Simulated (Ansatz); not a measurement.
ZrO2 in space group P4_2/nmc (No. 137; Zr on 2a, O on 4d) at seven volumes, PBEsol in the plane-wave PAW code Ansatz, shape and atoms relaxed at each. One row is withheld.

| V (Å³/atom) | P (GPa) |
|---|---|
| 10.092 | 22.50 |
| 10.424 | 13.53 |
| 10.757 | ? |
| 11.090 | 0.00 |
| 11.423 | -4.98 |
| 11.755 | -8.95 |
| 12.088 | -12.05 |

Fit the shown pressures and predict the withheld one.

Third-order Birch–Murnaghan: P = (3/2)B₀(x^(7/2) − x^(5/2))[1 + (3/4)(B′ − 4)(x − 1)] with x = (V₀/V)^(2/3). Least squares on the six rows gives V₀ = 11.089 Å³/atom, B₀ = 181.3 GPa, B′ = 5.91. At V = 10.757, x = 1.0205 and P = 6.03 GPa. The run itself gave 6.11 GPa.

This is a known high-temperature phase of the composition, computed here at zero pressure and temperature. Symmetry was held in the PBEsol relaxation; its stability against distortions is not shown here. No spin polarisation was allowed.

Potentials: the earlier of the program's two PAW sets. The files were generated under PBE; for other functionals the program regenerates the frozen cores, and for LDA and PBEsol the local potential too.
